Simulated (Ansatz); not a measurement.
Input, command and steps of an Ansatz relaxation.

```yaml
crystal:
  lattice:
    - [3.808469329, 0.0, 0.0]
    - [-1.9042346645, 3.2982311884, 0.0]
    - [0.0, 0.0, 31.13634549]
  atoms:
    - { symbol: Zn, position: [0.0, 0.0, 0.59998367] }
    - { symbol: Zn, position: [0.66666667, 0.33333333, 0.20007803] }
    - { symbol: Zn, position: [0.66666667, 0.33333333, 0.80001493] }
    - { symbol: Zn, position: [0.33333333, 0.66666667, 0.69993051] }
    - { symbol: Zn, position: [0.0, 0.0, 0.30002277] }
    - { symbol: Zn, position: [0.0, 0.0, 1.36e-05] }
    - { symbol: Zn, position: [0.33333333, 0.66666667, 0.90004807] }
    - { symbol: Zn, position: [0.66666667, 0.33333333, 0.50004022] }
    - { symbol: Zn, position: [0.33333333, 0.66666667, 0.10008934] }
    - { symbol: Zn, position: [0.33333333, 0.66666667, 0.40000626] }
    - { symbol: S, position: [0.0, 0.0, 0.07506644] }
    - { symbol: S, position: [0.0, 0.0, 0.67493161] }
    - { symbol: S, position: [0.33333333, 0.66666667, 0.97490924] }
    - { symbol: S, position: [0.33333333, 0.66666667, 0.47497721] }
    - { symbol: S, position: [0.66666667, 0.33333333, 0.57497152] }
    - { symbol: S, position: [0.33333333, 0.66666667, 0.77485683] }
    - { symbol: S, position: [0.66666667, 0.33333333, 0.27501081] }
    - { symbol: S, position: [0.33333333, 0.66666667, 0.1750283] }
    - { symbol: S, position: [0.0, 0.0, 0.37498203] }
    - { symbol: S, position: [0.66666667, 0.33333333, 0.87503758] }
basis:
  ecutwfc: 420
kpoints:
  mp_grid: { grid: [12, 12, 1] }
hamiltonian:
  xc: pbe
scf:
  occupations: { method: gaussian, width: 0.02 }
output:
  forces: true
  stress: true
  eigenvalues: true
  write_density: true
  write_potential: true
  elf: true
  volumetric_format: npy
relax:
  adjacent_minimum: "off"
  f_tol: 0.005
  max_steps: 80
  cell: { stress_tol: 0.05 }
```

```bash
ansatz run input.yaml --threads 4 --pin off --max-ram 10240MiB --backend cpu --events-out ev --progress --plain --runs-dir out
```

All numbers below come from DFT PBE, scalar-relativistic, plane waves, PAW in Ansatz 0.2.0.

Of 5 frames 5 are shown, positions in Å and forces in eV/Å; the SCF threshold varies from step to step. Steps run on the plane waves of an earlier cell, with a Pulay correction in the pressure. The basis is chosen afresh for the last frame, the zero of the energies, and at times for earlier ones too; energy and pressure step there, also at an unchanged geometry.

```xyz
20
Lattice="3.8085 0.0000 0.0000 -1.9042 3.2982 0.0000 0.0000 0.0000 31.1363" Properties=species:S:1:pos:R:3:forces:R:3 pbc="T T T" step=1 free_energy_over_end_meV_per_atom=4.25 pressure_GPa=2.29
Zn    0.0000    0.0000   18.6813    0.0000    0.0000    0.0014
Zn    1.9042    1.0994    6.2297    0.0000    0.0000   -0.0058
Zn    1.9042    1.0994   24.9095    0.0000    0.0000   -0.0077
Zn    0.0000    2.1988   21.7933    0.0000    0.0000   -0.0003
Zn    0.0000    0.0000    9.3416    0.0000    0.0000    0.0036
Zn    0.0000    0.0000    0.0004    0.0000    0.0000    0.0041
Zn    0.0000    2.1988   28.0242    0.0000    0.0000   -0.0043
Zn    1.9042    1.0994   15.5694    0.0000    0.0000   -0.0076
Zn    0.0000    2.1988    3.1164    0.0000    0.0000    0.0082
Zn    0.0000    2.1988   12.4547    0.0000    0.0000    0.0044
S     0.0000    0.0000    2.3373    0.0000    0.0000    0.0025
S     0.0000    0.0000   21.0149    0.0000    0.0000   -0.0029
S     0.0000    2.1988   30.3551    0.0000    0.0000    0.0013
S     0.0000    2.1988   14.7891    0.0000    0.0000    0.0000
S     1.9042    1.0994   17.9025    0.0000    0.0000    0.0004
S     0.0000    2.1988   24.1262    0.0000    0.0000   -0.0012
S     1.9042    1.0994    8.5628    0.0000    0.0000    0.0008
S     0.0000    2.1988    5.4497    0.0000    0.0000    0.0008
S     0.0000    0.0000   11.6756    0.0000    0.0000   -0.0011
S     1.9042    1.0994   27.2455    0.0000    0.0000    0.0036
20
Lattice="3.8323 0.0000 0.0000 -1.9161 3.3189 0.0000 0.0000 0.0000 31.3217" Properties=species:S:1:pos:R:3:forces:R:3 pbc="T T T" step=2 free_energy_over_end_meV_per_atom=0.83 pressure_GPa=0.88
Zn    0.0000    0.0000   18.7906    0.0000    0.0000    0.0006
Zn    1.9161    1.1063    6.2678    0.0000    0.0000   -0.0027
Zn    1.9161    1.1063   25.0559    0.0000    0.0000   -0.0037
Zn    0.0000    2.2126   21.9209    0.0000    0.0000   -0.0004
Zn    0.0000    0.0000    9.3981    0.0000    0.0000    0.0018
Zn    0.0000    0.0000    0.0021    0.0000    0.0000    0.0018
Zn    0.0000    2.2126   28.1908    0.0000    0.0000   -0.0049
Zn    1.9161    1.1063   15.6603    0.0000    0.0000   -0.0036
Zn    0.0000    2.2126    3.1375    0.0000    0.0000    0.0016
Zn    0.0000    2.2126   12.5289    0.0000    0.0000    0.0022
S     0.0000    0.0000    2.3538    0.0000    0.0000   -0.0003
S     0.0000    0.0000   21.1382    0.0000    0.0000   -0.0011
S     0.0000    2.2126   30.5366    0.0000    0.0000    0.0033
S     0.0000    2.2126   14.8768    0.0000    0.0000   -0.0003
S     1.9161    1.1063   18.0077    0.0000    0.0000    0.0011
S     0.0000    2.2126   24.2681    0.0000    0.0000    0.0019
S     1.9161    1.1063    8.6152    0.0000    0.0000    0.0010
S     0.0000    2.2126    5.4846    0.0000    0.0000    0.0000
S     0.0000    0.0000   11.7459    0.0000    0.0000   -0.0013
S     1.9161    1.1063   27.4070    0.0000    0.0000    0.0029
20
Lattice="3.8468 0.0000 0.0000 -1.9234 3.3314 0.0000 0.0000 0.0000 31.4397" Properties=species:S:1:pos:R:3:forces:R:3 pbc="T T T" step=3 free_energy_over_end_meV_per_atom=0.25 pressure_GPa=0.07
Zn    0.0000    0.0000   18.8610    0.0000    0.0000   -0.0003
Zn    1.9234    1.1105    6.2915    0.0000    0.0000   -0.0007
Zn    1.9234    1.1105   25.1498    0.0000    0.0000   -0.0009
Zn    0.0000    2.2209   22.0031    0.0000    0.0000   -0.0005
Zn    0.0000    0.0000    9.4338    0.0000    0.0000   -0.0003
Zn    0.0000    0.0000    0.0028    0.0000    0.0000   -0.0009
Zn    0.0000    2.2209   28.2967    0.0000    0.0000   -0.0016
Zn    1.9234    1.1105   15.7186    0.0000    0.0000   -0.0006
Zn    0.0000    2.2209    3.1499    0.0000    0.0000   -0.0010
Zn    0.0000    2.2209   12.5762    0.0000    0.0000   -0.0003
S     0.0000    0.0000    2.3634    0.0000    0.0000    0.0000
S     0.0000    0.0000   21.2174    0.0000    0.0000    0.0001
S     0.0000    2.2209   30.6521    0.0000    0.0000    0.0026
S     0.0000    2.2209   14.9327    0.0000    0.0000    0.0004
S     1.9234    1.1105   18.0751    0.0000    0.0000    0.0004
S     0.0000    2.2209   24.3592    0.0000    0.0000    0.0021
S     1.9234    1.1105    8.6479    0.0000    0.0000    0.0006
S     0.0000    2.2209    5.5056    0.0000    0.0000    0.0009
S     0.0000    0.0000   11.7903    0.0000    0.0000    0.0003
S     1.9234    1.1105   27.5103    0.0000    0.0000    0.0000
20
Lattice="3.8483 0.0000 0.0000 -1.9241 3.3327 0.0000 0.0000 0.0000 31.4490" Properties=species:S:1:pos:R:3:forces:R:3 pbc="T T T" step=4 free_energy_over_end_meV_per_atom=0.25 pressure_GPa=0.00
Zn    0.0000    0.0000   18.8665    0.0000    0.0000   -0.0005
Zn    1.9241    1.1109    6.2932    0.0000    0.0000    0.0000
Zn    1.9241    1.1109   25.1571    0.0000    0.0000   -0.0001
Zn    0.0000    2.2218   22.0095    0.0000    0.0000    0.0007
Zn    0.0000    0.0000    9.4365    0.0000    0.0000   -0.0004
Zn    0.0000    0.0000    0.0027    0.0000    0.0000    0.0001
Zn    0.0000    2.2218   28.3048    0.0000    0.0000    0.0011
Zn    1.9241    1.1109   15.7231    0.0000    0.0000   -0.0004
Zn    0.0000    2.2218    3.1506    0.0000    0.0000   -0.0001
Zn    0.0000    2.2218   12.5798    0.0000    0.0000   -0.0004
S     0.0000    0.0000    2.3640    0.0000    0.0000    0.0011
S     0.0000    0.0000   21.2238    0.0000    0.0000    0.0008
S     0.0000    2.2218   30.6616    0.0000    0.0000   -0.0024
S     0.0000    2.2218   14.9372    0.0000    0.0000    0.0004
S     1.9241    1.1109   18.0805    0.0000    0.0000    0.0003
S     0.0000    2.2218   24.3669    0.0000    0.0000   -0.0015
S     1.9241    1.1109    8.6506    0.0000    0.0000    0.0001
S     0.0000    2.2218    5.5073    0.0000    0.0000   -0.0004
S     0.0000    0.0000   11.7939    0.0000    0.0000    0.0005
S     1.9241    1.1109   27.5185    0.0000    0.0000    0.0011
20
Lattice="3.8483 0.0000 0.0000 -1.9241 3.3327 0.0000 0.0000 0.0000 31.4490" Properties=species:S:1:pos:R:3:forces:R:3 pbc="T T T" step=5 free_energy_over_end_meV_per_atom=0.00 pressure_GPa=0.00
Zn    0.0000    0.0000   18.8665    0.0000    0.0000   -0.0005
Zn    1.9241    1.1109    6.2932    0.0000    0.0000    0.0000
Zn    1.9241    1.1109   25.1571    0.0000    0.0000   -0.0001
Zn    0.0000    2.2218   22.0095    0.0000    0.0000    0.0007
Zn    0.0000    0.0000    9.4365    0.0000    0.0000   -0.0004
Zn    0.0000    0.0000    0.0027    0.0000    0.0000    0.0001
Zn    0.0000    2.2218   28.3048    0.0000    0.0000    0.0011
Zn    1.9241    1.1109   15.7231    0.0000    0.0000   -0.0004
Zn    0.0000    2.2218    3.1506    0.0000    0.0000   -0.0001
Zn    0.0000    2.2218   12.5798    0.0000    0.0000   -0.0005
S     0.0000    0.0000    2.3640    0.0000    0.0000    0.0011
S     0.0000    0.0000   21.2238    0.0000    0.0000    0.0008
S     0.0000    2.2218   30.6616    0.0000    0.0000   -0.0023
S     0.0000    2.2218   14.9372    0.0000    0.0000    0.0004
S     1.9241    1.1109   18.0805    0.0000    0.0000    0.0003
S     0.0000    2.2218   24.3669    0.0000    0.0000   -0.0015
S     1.9241    1.1109    8.6506    0.0000    0.0000    0.0001
S     0.0000    2.2218    5.5073    0.0000    0.0000   -0.0004
S     0.0000    0.0000   11.7939    0.0000    0.0000    0.0005
S     1.9241    1.1109   27.5185    0.0000    0.0000    0.0011
```

Time: 4.5 min on 4 threads of Intel(R) Xeon(R) Processor @ 2.50GHz (Skylake/Cascade Lake), with other jobs on the host, peak memory 1.5 GiB.